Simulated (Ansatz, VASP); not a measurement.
Two plane-wave programs on AlN

```
CELL_PARAMETERS angstrom
3.03600 0.00000 0.00000
-1.51800 2.62925 0.00000
0.00000 0.00000 5.21760
ATOMIC_POSITIONS crystal
Al 0.33333 0.66667 0.00722
Al 0.66667 0.33333 0.50722
N 0.33333 0.66667 0.37778
N 0.66667 0.33333 0.87778
```

Alike in both runs: functional PBE; k mesh 9 × 9 × 6; occupations gaussian, width 0.05 eV; no spin polarisation.

Ansatz relaxed the structure, and its values are those at the end. VASP's run is a single point on that final structure, the one shown.

```csv
,VASP,Ansatz
version,VASP 6.6.1,Ansatz 0.2.0
potentials or method,"VASP PAW PBE potentials, release 64 (Al, N)","scalar-relativistic, plane waves, PAW"
plane-wave cutoff (eV),520,520
valence electrons in the cell,16,16
```

VASP gave:

```
gap on the k mesh at the Fermi level (eV) : 4.04
least direct gap on the mesh (eV)         : 4.04
pressure (GPa)                            : 4.9
```

Which values does Ansatz return?

gap on the k mesh at the Fermi level (eV): 4.04; least direct gap on the mesh (eV): 4.04; pressure (GPa): 5.0.

With one functional, cell and mesh, what is left measures potentials, basis and numerics. Ansatz warned: «stress_scf_threshold_loose».

As with any semilocal functional, this PBE gap is likely too small.
